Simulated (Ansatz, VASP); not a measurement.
# One calculation of Ca, two programs

The input INCAR:

```
SYSTEM = Ca
  PREC = Accurate
  ENCUT = 520
  EDIFF = 1E-7
  ISMEAR = 0
  SIGMA = 0.05
  LREAL = .FALSE.
  LASPH = .TRUE.
  NELM = 100
  ALGO = Normal
  ISIF = 2
  LWAVE = .FALSE.
  LCHARG = .FALSE.
  GGA = PE
  NBANDS = 11
```

KPOINTS

```
regular mesh
0
G
  8 8 8
  0 0 0
```

The input POSCAR:

```
Ca
1.0
   -2.2400000000      2.2400000000      2.2400000000
    2.2400000000     -2.2400000000      2.2400000000
    2.2400000000      2.2400000000     -2.2400000000
Ca
1
Direct
    0.0000000000      0.0000000000      0.0000000000
```

File input.yaml:

```yaml
crystal:
  lattice:
    - [-2.24, 2.24, 2.24]
    - [2.24, -2.24, 2.24]
    - [2.24, 2.24, -2.24]
  atoms:
    - { symbol: Ca, position: [0.0, 0.0, 0.0] }
kpoints:
  mp_grid: { grid: [8, 8, 8] }
scf:
  occupations: { method: gaussian, width: 0.05 }
hamiltonian:
  xc: pbe
  pseudopotentials: { kind: all_electron, lapw: { basis_error: 0.001 } }
output:
  forces: true
  stress: true
  eigenvalues: true
```

This isn't the form of Ca at room conditions, which is fcc.

Alike in both runs: task single point; functional PBE; k mesh 8 × 8 × 8; occupations gaussian, width 0.05 eV; no spin polarisation.

|  | VASP | Ansatz |
| --- | --- | --- |
| version | VASP 6.6.1 | Ansatz 0.2.0 |
| potentials or method | VASP PAW PBE potentials, release 64 (Ca_sv) | all-electron LAPW, scalar-relativistic |
| plane-wave cutoff (eV) | 520 | see its input |

```tsv
	VASP	Ansatz	Ansatz less VASP
gap on the k mesh at the Fermi level (eV)	none	none	-
pressure (GPa)	-1.0	-1.0	-0.01
```

A gap of «none» marks a metal or a gap that the smearing closes. Ansatz ran all-electron here, so the differences hold the error of VASP's frozen core and of both bases.
